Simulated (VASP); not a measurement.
# Pd (P3_121) in VASP: notebook

The runs below take Pd through single point, with PBEsol.

All numbers are computed with VASP 6.6.1; they aren't measurements. Logs are shortened: lines on timing, memory, paths and dates and some standing lists are left out, and cuts for length are marked.

### Step 1. The structure

It takes space group P3_121 (No. 152, trigonal). Conventional cell: a = 3.604 Å, b = 3.604 Å, c = 4.089 Å, α = 90.00°, β = 90.00°, γ = 120.00°. Pd (site symmetry 2) has 2 Pd at 1.96 Å as nearest neighbours.

The cell was built by a generator and needn't be a form met in nature.

### Step 2. Single point, PBEsol

The input, INCAR:

```
SYSTEM = Pd
  ALGO = Normal
  EDIFF = 1E-6
  ENCUT = 520
  GGA = PS
  ISIF = 2
  ISMEAR = 0
  LASPH = .True.
  LCHARG = .True.
  LELF = .True.
  LREAL = .False.
  LVHAR = .True.
  LWAVE = .False.
  NBANDS = 22
  NELM = 100
  PREC = Accurate
  SIGMA = 0.1
```

The input, KPOINTS:

```
k-points
0
Gamma
  6 6 4
  0 0 0
```

The input, POSCAR:

```
Pd
1.0
    3.6038394014      0.0000000000      0.0000000000
   -1.8019197007      3.1210164728      0.0000000000
    0.0000000000      0.0000000000      4.0886764389
Pd
3
Direct
    0.2254000000      0.0000000000      0.3333333333
    0.0000000000      0.2254000000      0.6666666667
    0.7746000000      0.7746000000      0.0000000000
```

Potentials or basis: VASP PAW PBE potentials, release 64 (Pd).

Started as:

```bash
$ cat potpaw_PBE.64/Pd/POTCAR > POTCAR
$ mpirun -np 1 vasp_std > vasp.out
```

OUTCAR:

```text
SYSTEM = Pd
   EDIFF = 1E-6
   ENCUT = 520
   GGA = PS
   ISIF = 2
   ISMEAR = 0
   LASPH = .True.
   LREAL = .False.
   NELM = 100
   PREC = Accurate

 ion  position               nearest neighbor table
   1  0.225  0.000  0.333-   3 1.96   2 1.96   3 2.84   3 2.84   2 2.84   2 2.84   2 3.07   3 3.07

   2  0.000  0.225  0.667-   3 1.96   1 1.96   3 2.84   3 2.84   1 2.84   1 2.84   1 3.07   3 3.07

   3  0.775  0.775  0.000-   1 1.96   2 1.96   1 2.84   2 2.84   2 2.84   1 2.84   1 3.07   2 3.07

  LATTYP: Found a hexagonal cell.
 ALAT       =     3.6038394014
 C/A-ratio  =     1.1345334749

  Lattice vectors:

 A1 = (   3.6038394014,   0.0000000000,   0.0000000000)
 A2 = (  -1.8019197007,   3.1210164728,   0.0000000000)
 A3 = (   0.0000000000,   0.0000000000,   4.0886764389)

Analysis of symmetry for initial positions (statically):
=====================================================================
 Subroutine PRICEL returns:
 Original cell was already a primitive cell.

 Routine SETGRP: Setting up the symmetry group for a
 hexagonal supercell.

 Subroutine GETGRP returns: Found  6 space group operations
 (whereof  2 operations were pure point group operations)
 out of a pool of 24 trial point group operations.

The static configuration has the point symmetry C_2 .
 The point group associated with its full space group is D_3 .

Analysis of symmetry for dynamics (positions and initial velocities):
=====================================================================
 Subroutine PRICEL returns:
 Original cell was already a primitive cell.

 Routine SETGRP: Setting up the symmetry group for a
 hexagonal supercell.

 Subroutine GETGRP returns: Found  6 space group operations
 (whereof  2 operations were pure point group operations)
 out of a pool of 24 trial point group operations.

The dynamic configuration has the point symmetry C_2 .
 The point group associated with its full space group is D_3 .

 Subroutine INISYM returns: Found  6 space group operations
 (whereof  2 operations are pure point group operations),
 and found     1 'primitive' translations

[... 89 lines left out ...]
   ISPIN  =      1    spin polarized calculation?
   LNONCOLLINEAR =      F non collinear calculations
   LSORBIT =      F    spin-orbit coupling
   LASPH  =      T    aspherical Exc in radial PAW
   ENCUT  =  520.0 eV  38.22 Ry    6.18 a.u.   6.70  6.70  7.60*2*pi/ulx,y,z
   NELM   =    100;   NELMIN=  2; NELMDL= -5     # of ELM steps
   EDIFF  = 0.1E-05   stopping-criterion for ELM
   LREAL  =      F    real-space projection
   EDIFFG = 0.1E-04   stopping-criterion for IOM
   NSW    =      0    number of steps for IOM
   IBRION =     -1    ionic relax: 0-MD 1-quasi-New 2-CG
   NFREE  =      0    steps in history (QN), initial steepest desc. (CG)
   ISIF   =      2    stress and relaxation
   ISYM   =      2    0-nonsym 1-usesym 2-fastsym
   POTIM  = 0.5000    time-step for ionic-motion
   TEBEG  =    0.0;   TEEND  =   0.0 temperature during run
   PSTRESS=    0.0 pullay stress
   NELECT =      30.0000    total number of electrons
   NUPDOWN=      -1.0000    fix difference up-down
   EMIN   =  10.00;   EMAX   =-10.00  energy-range for DOS
   EFERMI =   0.00;   METHOD = LEGACY
   ISMEAR =     0;   SIGMA  =   0.10  broadening in eV -4-tet -1-fermi 0-gaus
   EFERMI_NEDOS =   21; number of points for ismear=-14 and -15
   IALGO  =     38    algorithm
   IMIX   =      4    mixing-type and parameters
     AMIX     =   0.40;   BMIX     =  1.00
     AMIX_MAG =   1.60;   BMIX_MAG =  1.00
  volume/ion in A,a.u.               =      15.33       103.45
  Fermi-wavevector in a.u.,A,eV,Ry     =   1.419822  2.683074 27.427902  2.015894
  Thomas-Fermi vector in A             =   2.540802
   LORBIT       =      0    0 simple, 1 ext, 2 COOP (PROOUT), +10 PAW based schemes
   GGA     = PS    functional components
   LHFCALC =     F    Hartree Fock is set to
   AEXX    =    0.0000 exact exchange contribution
   IVDW    =     0    specifies the selected vdW correction
   LEPSILON=     F    determine dielectric tensor
   LRPA    =     F    only Hartree local field effects (RPA)
 non-spin polarized calculation
 Gauss-broadening in eV      SIGMA  =   0.10
  energy-cutoff  :      520.00
  volume of cell :       45.99
 maximum number of plane-waves:      1263
 NGX is ok and might be reduce to    28

 number of electron      30.0000003 magnetization

 Free energy of the ion-electron system (eV)
  ---------------------------------------------------
  ext. energy  EPLUGINS =         0.00000000
  ---------------------------------------------------
  free energy    TOTEN  =        -8.07938592 eV

  energy without entropy =       -8.06176393  energy(sigma->0) =       -8.07057492

 E-fermi :  10.0557     XC(G=0): -12.8790

 val. band max:       10.0498089149   @ k =   0.5000   0.0000   0.5000
 cond. band min:      10.0570912320   @ k =   0.0000   0.0000   0.5000
 fundamental gap:      0.0072823170
 Fermi energy:        10.0556542495

 k-point     1 :       0.0000    0.0000    0.0000
  band No.  band energies     occupation
      1       2.1711      2.00000
      2       2.1711      2.00000
      3       2.5021      2.00000
      4       2.9902      2.00000
      5       3.1292      2.00000
      6       3.1292      2.00000
[... 589 lines left out ...]
     21      14.7648      0.00000
     22      27.8002      0.00000

------------------------ aborting loop because EDIFF is reached ----------------------------------------

  FORCE on cell =-STRESS in cart. coord.  units (eV):
  Direction    XX          YY          ZZ          XY          YZ          ZX
  --------------------------------------------------------------------------------------
  -------------------------------------------------------------------------------------
  Total       17.3311451     17.3311451     39.7718937     -0.0000000     -0.0000000     -0.0000000
  in kB      603.8006910    603.8006910   1385.6151367     -0.0000000     -0.0000000     -0.0000000
  external PRESSURE =     864.4055062 kB  Pullay stress =       0.0000000 kB

 VOLUME and BASIS-vectors are now :
 -----------------------------------------------------------------------------
  energy-cutoff  :      520.00
  volume of cell :       45.99
      direct lattice vectors                 reciprocal lattice vectors
     3.603839401  0.000000000  0.000000000     0.277481843  0.160204217  0.000000000
    -1.801919701  3.121016473  0.000000000     0.000000000  0.320408434  0.000000000
     0.000000000  0.000000000  4.088676439     0.000000000  0.000000000  0.244577925

 POSITION                                       TOTAL-FORCE (eV/Angst)
 -----------------------------------------------------------------------------------
      0.81231      0.00000      1.36289        17.164908      0.000000     -0.000000
     -0.40615      0.70348      2.72578        -8.582454     14.865247      0.000000
      1.39577      2.41754      0.00000        -8.582454    -14.865247      0.000000
 -----------------------------------------------------------------------------------
    total drift:                                0.000000     -0.000000     -0.000000

  FREE ENERGIE OF THE ION-ELECTRON SYSTEM (eV)
  ---------------------------------------------------
  free  energy   TOTEN  =        -8.0793859165 eV

  energy  without entropy=       -8.0617639256  energy(sigma->0) =       -8.07057492
```

Wall time 11 s (1 thread of AMD EPYC 9R45 (Zen 5), shared host); peak memory 0.13 GiB.

What came out:

* Free energy: -8.0794 eV
* Pressure: 86.4 GPa
* Largest force: 17.165 eV/Å
* Band gap on the k mesh: none (metal or under the smearing width)

Forces on the atoms (eV/Å):
```
Pd   17.165   0.000   0.000
Pd   -8.582  14.865   0.000
Pd   -8.582 -14.865   0.000
```

Caveat: the k mesh is coarse (spacing up to 0.38 Å⁻¹), so the values aren't converged; a pressure of tens of GPa on the cell as given is suspect, and the run, the potentials or the cell itself is likely at fault; the PAW data sets were made with another functional, which shifts forces and pressure a little.

### Step 3. Single point, PBEsol

This run uses another cell than the first one: it holds 1 atom, not 3.

The input, INCAR:

```
SYSTEM = Pd
PREC = Accurate
ENCUT = 520
EDIFF = 1E-6
ISMEAR = 0
SIGMA = 0.1
LREAL = .False.
LASPH = .True.
NELM = 100
ALGO = Normal
ISIF = 2
LWAVE = .False.
LCHARG = .True.
GGA = PS
LELF = .True.
LVHAR = .True.
NBANDS = 11
```

The input, KPOINTS:

```
regular mesh
0
Gamma
  8 8 8
  0 0 0
```

The input, POSCAR:

```
Pd
1.0
   -1.5722810000      1.5722810000      1.5722810000
    1.5722810000     -1.5722810000      1.5722810000
    1.5722810000      1.5722810000     -1.5722810000
Pd
1
Direct
    0.0000000000      0.0000000000      0.0000000000
```

Potentials or basis: VASP PAW PBE potentials, release 64 (Pd).

Started as:

```bash
$ cat potpaw_PBE.64/Pd/POTCAR > POTCAR
$ mpirun -np 1 vasp_std > vasp.out
```

Wall time 4.4 s (1 thread of Intel Xeon Platinum 8488C (Sapphire Rapids), shared host); peak memory 0.12 GiB.

Results (log left out):

```
Free energy            : -5.8584 eV
Pressure               : -9.9 GPa
Band gap on the k mesh : none (metal or under the smearing width)
```

Levels at points of the mesh, in eV from the Fermi level:
```
           k point  band 1  band 2  band 3  band 4  band 5  band 6  band 7  band 8  band 9  band 10
(0.00, 0.00, 0.00)   -6.80   -2.71   -2.71   -2.71   -0.84   -0.84   19.23   19.23   19.23    26.54
(0.50, 0.00, 0.00)   -4.91   -3.82   -0.91   -0.62    0.59    1.44    7.51   14.98   17.29    23.62
(0.50, 0.50, 0.50)   -4.81   -4.81    0.23    0.23    0.23    8.99    8.99    8.99   16.84    17.09
```

Caveat: the PAW data sets were made with another functional, which shifts forces and pressure a little.

### Step 4. Single point, PBEsol

This run uses another cell than the first one: it holds 4 atoms, not 3.

The input, INCAR:

```
SYSTEM = Pd
ALGO = Fast
EDIFF = 1E-7
ENCUT = 520
GGA = PS
ISIF = 2
ISMEAR = 0
LASPH = .TRUE.
LCHARG = .TRUE.
LELF = .TRUE.
LREAL = .FALSE.
LVHAR = .TRUE.
LWAVE = .FALSE.
NBANDS = 28
NELM = 100
PREC = Accurate
SIGMA = 0.1
```

The input, KPOINTS:

```
k-points
0
G
  6 6 4
  0 0 0
```

The input, POSCAR:

```
Pd
1.0
    2.1051807153     -3.5678909111      0.0000000000
    2.1051807153      3.5678909111      0.0000000000
    0.0000000000      0.0000000000      4.2159619292
Pd
4
Direct
    0.1525000000      0.8475000000      0.0785000000
    0.6525000000      0.3475000000      0.4215000000
    0.8475000000      0.1525000000      0.9215000000
    0.3475000000      0.6525000000      0.5785000000
```

Started as:

```bash
$ cat potpaw_PBE.64/Pd/POTCAR > POTCAR
$ mpirun -np 1 vasp_std > vasp.out
```

Run time: 89 s. Hardware: 1 thread of Intel Xeon Platinum 8375C at 2.90GHz (Ice Lake), shared host; peak memory 0.2 GiB.

The run converged. Its results:

| Item | Value |
| --- | --- |
| Free energy | -20.6758 eV |
| Pressure | 22.2 GPa |
| Largest force | 1.454 eV/Å |
| Band gap on the k mesh | none (metal or under the smearing width) |

Forces in eV/Å, atoms in the order of the input:
```
Pd   0.000 -1.446  0.149
Pd   0.000 -1.446 -0.149
Pd   0.000  1.446 -0.149
Pd   0.000  1.446  0.149
```

Stress tensor (GPa, compression positive):
```
15.46  0.00  0.00
 0.00 35.37  0.00
 0.00  0.00 15.90
```

Levels at points of the mesh, in eV from the Fermi level:
| k point | band 16 | band 17 | band 18 | band 19 | band 20 | band 21 | band 22 | band 23 | band 24 | band 25 |
| --- | --- | --- | --- | --- | --- | --- | --- | --- | --- | --- |
| (0.00, 0.00, 0.00) | -1.68 | -1.61 | -0.57 | -0.41 | 0.16 | 0.17 | 3.91 | 6.03 | 6.27 | 6.94 |
| (0.50, 0.00, 0.00) | -1.29 | -1.18 | -1.18 | -0.55 | -0.55 | 0.27 | 0.27 | 5.48 | 5.48 | 6.32 |
| (0.50, 0.50, 0.00) | -1.16 | -0.77 | -0.71 | -0.65 | -0.28 | 0.12 | 0.60 | 2.06 | 7.39 | 7.52 |
| (0.00, 0.00, 0.50) | -2.27 | -1.23 | -1.23 | -0.27 | -0.27 | -0.02 | -0.02 | 8.50 | 8.50 | 9.68 |
| (0.50, 0.00, 0.50) | -1.46 | -0.52 | -0.52 | -0.35 | -0.35 | 0.63 | 0.63 | 2.28 | 2.28 | 5.18 |
| (0.50, 0.50, 0.50) | -1.87 | -0.63 | -0.63 | -0.32 | -0.32 | 0.84 | 0.84 | 2.67 | 2.67 | 7.18 |

Caveat: the k mesh is coarse (spacing up to 0.37 Å⁻¹), so the values aren't converged; so large a pressure means that the cell lies far from this level's equilibrium, or that cutoff or potentials fall short; the potentials were made for another functional, which shifts forces and pressure.

### Step 5. The runs side by side

| cell | k mesh | mesh quality | gap on the mesh (eV) | pressure (GPa) | largest force (eV/Å) |
| --- | --- | --- | --- | --- | --- |
| P3_121, 15.33 Å³/atom | 6 × 6 × 4 | coarse | none | 86.4 | 17.16 |
| Im-3m, 15.55 Å³/atom | 8 × 8 × 8 | not flagged | none | -9.9 | - |
| Cmce, 15.83 Å³/atom | 6 × 6 × 4 | coarse | none | 22.2 | 1.45 |

Alike in all rows: task single point; level PBEsol; potentials or basis VASP PAW PBE potentials, release 64 (Pd); no spin polarisation; cutoff (eV) 520; smearing gaussian 0.1 eV.

Caveats: some runs use coarse meshes; the PAW data sets were made with another functional, which shifts forces and pressure a little (some runs); a pressure of tens of GPa on the cell as given is suspect, and the run, the potentials or the cell itself is likely at fault (some runs); so large a pressure means that the cell lies far from this level's equilibrium, or that cutoff or potentials fall short (some runs); the potentials were made for another functional, which shifts forces and pressure (some runs).

Total energies depend on the potentials used, so only differences within one code and one set of settings carry meaning.
